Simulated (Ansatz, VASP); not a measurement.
## MgS (Niningerite): VASP beside Ansatz

File INCAR:

```
  PREC = Accurate
  ENCUT = 520
  EDIFF = 1E-6
  ISMEAR = -1
  SIGMA = 0.02
  LREAL = F
  LASPH = T
  NELM = 60
  ALGO = Normal
  ISIF = 2
  LWAVE = F
  LCHARG = F
  GGA = PE
  NBANDS = 11
```

File KPOINTS:

```
Automatic mesh
0
Gamma
  8 8 8
```

POSCAR

```
MgS
1.0
    0.0219828249      2.6015177399      2.6015177399
    2.6015177399      0.0219828249      2.6015177399
    2.6235005648      2.6235005648      0.0000000000
Mg S
1 1
Direct
    0.0000000000      0.0000000000      0.0000000000
    0.5000000000      0.5000000000      0.5000000000
```

Input for Ansatz:

```yaml
crystal:
  lattice:
    - [0.0219828249, 2.6015177399, 2.6015177399]
    - [2.6015177399, 0.0219828249, 2.6015177399]
    - [2.6235005648, 2.6235005648, 0.0]
  atoms:
    - { symbol: Mg, position: [0.0, 0.0, 0.0] }
    - { symbol: S, position: [0.5, 0.5, 0.5] }
kpoints:
  mp_grid: { grid: [8, 8, 8] }
  band_path:
    path:
      - [0.0, 0.0, 0.0]
      - [0.5, 0.0, 0.5]
      - [0.625, 0.25, 0.625]
      - [0.375, 0.375, 0.75]
      - [0.5, 0.5, 0.5]
      - [0.5, 0.25, 0.75]
      - [0.5, 0.5, 0.0]
    npoints: 1
hamiltonian:
  xc: pbe
scf:
  occupations: { method: fermi_dirac, width: 0.02 }
  n_extra_bands: 4
output:
  forces: true
  stress: true
  eigenvalues: true
```

Change from the starting cell: shear_xy strain +1.7%.

Alike in both runs: task single point; functional PBE; k mesh 8 × 8 × 8; occupations fermi-dirac, width 0.02 eV; no spin polarisation.

|  | VASP | Ansatz |
| --- | --- | --- |
| version | VASP 6.6.1 | Ansatz 0.2.0 |
| potentials or method | VASP PAW PBE potentials, release 64 (Mg, S) | plane waves, PAW |
| plane-wave cutoff (eV) | 520 | 420 |
| valence electrons in the cell | 8 | 16 |

Ansatz gave:

```
gap on the k mesh at the Fermi level (eV)       : 2.70
pressure (GPa)                                  : 1.2
largest component of the traceless stress (GPa) : 0.93
```

Q: Estimate VASP's values.

A: gap on the k mesh at the Fermi level (eV): 2.69; pressure (GPa): 0.9; largest component of the traceless stress (GPa): 0.93.

The two sets of potentials don't hold the same shells in valence.

A k mesh can miss the band edges.
